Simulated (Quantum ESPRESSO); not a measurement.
KTaO3:

```
Ta K O
1.0
     3.98830    0.00000    0.00000
     0.00000    3.98830    0.00000
     0.00000    0.00000    3.98830
Ta K O
1 1 3
Direct
  0.00000 0.00000 0.00000
  0.50000 0.50000 0.50000
  0.00000 0.00000 0.50000
  0.00000 0.50000 0.00000
  0.50000 0.00000 0.00000
```

Base run:

- Program: Quantum ESPRESSO 7.5
- Functional: PBE
- Potentials or basis: PseudoDojo 0.4 FR PBE standard
- Cutoff: 1143 eV
- Density cutoff: 4572 eV
- k mesh: 7 × 7 × 7
- Occupations: fermi-dirac, width 0.05 eV
- Spin: spin-orbit coupling, no magnetisation

Its results: band gap on the k mesh 2.16 eV, indirect (least direct gap 2.68 eV); pressure 4.4 GPa.

Q: The run is repeated on the same cell with these changes: potentials or basis from PseudoDojo 0.4 FR PBE standard to PseudoDojo 0.4.1 SR PBE standard; spin from spin-orbit coupling, no magnetisation to no spin polarisation. What comes out?

A: Band gap on the k mesh 2.30 eV, indirect (least direct gap 2.87 eV); pressure 4.3 GPa.

Spin-orbit coupling splits the band edges, which narrows the gap.

Caveats: some levels on the path didn't converge; spin-orbit coupling is left out, which moves the levels of the heavy elements (some runs).

A k mesh can miss the band edges.
